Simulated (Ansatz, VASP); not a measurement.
**One calculation of AlN, two programs**

```
Al N
1.0
     3.11383    0.00000    0.00000
    -1.55691    2.69665    0.00000
     0.00000    0.00000    4.98365
Al N
2 2
Direct
  0.33333 0.66667 0.99901
  0.66667 0.33333 0.49901
  0.33333 0.66667 0.38099
  0.66667 0.33333 0.88099
```

Alike in both runs: functional PBEsol; k mesh 9 × 9 × 6; occupations gaussian, width 0.02 eV; no spin polarisation.

Ansatz relaxed the structure, and its values are those at the end. VASP's run is a single point on that final structure, the one shown.

|  | VASP | Ansatz |
| --- | --- | --- |
| version | VASP 6.6.1 | Ansatz 0.2.0 |
| potentials or method | VASP PAW PBE potentials, release 64 (Al, N) | scalar-relativistic, plane waves, PAW |
| plane-wave cutoff (eV) | 520 | 420 |
| valence electrons in the cell | 16 | 16 |

```csv
,VASP,Ansatz,Ansatz less VASP
gap on the k mesh at the Fermi level (eV),4.11,4.09,-0.017
least direct gap on the mesh (eV),4.11,4.09,-0.017
pressure (GPa),0.0,0.0,+0.01
```

The functional is the same, so the differences come from potentials, cutoffs and numerics.

Caveats: the PAW data sets were made with another functional, which shifts forces and pressure a little (VASP); an odd mesh through Γ misses points on the zone boundary, where band edges often lie.
